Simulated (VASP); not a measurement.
A run of VASP 6.6.1 is set up as follows.

INCAR

```
SYSTEM = Ir
PREC = Accurate
ENCUT = 520
EDIFF = 1E-7
ISMEAR = 0
SIGMA = 0.1
LREAL = .FALSE.
LASPH = .TRUE.
NELM = 100
ALGO = Fast
ISIF = 2
LWAVE = .FALSE.
LCHARG = .FALSE.
GGA = PS
NBANDS = 26
```

File KPOINTS:

```
Automatic mesh
0
G
  21 21 6
  0 0 0
```

Contents of POSCAR:

```
Ir
1.0
    2.7111601027      0.0000000000      0.0000000000
   -1.3555800513      2.3479335226      0.0000000000
    0.0000000000      0.0000000000      8.8446096740
Ir
4
Direct
    0.0000000000      0.0000000000      0.0000000000
    0.0000000000      0.0000000000      0.5000000000
    0.3333333333      0.6666666667      0.7500000000
    0.6666666667      0.3333333333      0.2500000000
```

Potentials or basis: VASP PAW PBE potentials, release 64 (Ir).

The run is started by

```sh
$ cat potpaw_PBE.64/Ir/POTCAR > POTCAR
$ mpirun -np 1 vasp_std > vasp.out
```

(1) Estimate the pressure.

(2) What does it give for the band gap on the k mesh?

## Answers

(1) 1.0 GPa.

(2) none (metal or under the smearing width).

Caveat: the PAW data sets were made with another functional, which shifts forces and pressure a little.
